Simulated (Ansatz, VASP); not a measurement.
# Two plane-wave programs on Ta

```
Ta
1.0
    -1.61000    1.61000    1.65128
     1.61000   -1.61000    1.65128
     1.61000    1.61000   -1.65128
Ta
1
Direct
  0.00000 0.00000 0.00000
```

Change from the starting cell: strain -0.025 along x and y, +0.000 along z, atoms carried along.

Alike in both runs: task single point; functional PBEsol; k mesh 20 × 20 × 20; occupations gaussian, width 0.15 eV; no spin polarisation.

|  | VASP | Ansatz |
| --- | --- | --- |
| version | VASP 6.6.1 | Ansatz 0.2.0 |
| potentials or method | VASP PAW PBE potentials, release 64 (Ta_pv) | scalar-relativistic, plane waves, PAW |
| plane-wave cutoff (eV) | 520 | 420 |
| valence electrons in the cell | 11 | 13 |

|  | VASP | Ansatz | Ansatz less VASP |
| --- | --- | --- | --- |
| gap on the k mesh at the Fermi level (eV) | none | none | - |
| pressure (GPa) | 7.4 | 7.1 | -0.26 |
| largest component of the traceless stress (GPa) | 2.27 | 2.28 | +0.003 |

A gap of «none» marks a metal or a gap that the smearing closes. The two sets of potentials don't hold the same shells in valence.

Caveats: the PAW data sets were made with another functional, which shifts forces and pressure a little (VASP). Spin-orbit coupling is left out, which matters for the levels of Ta.
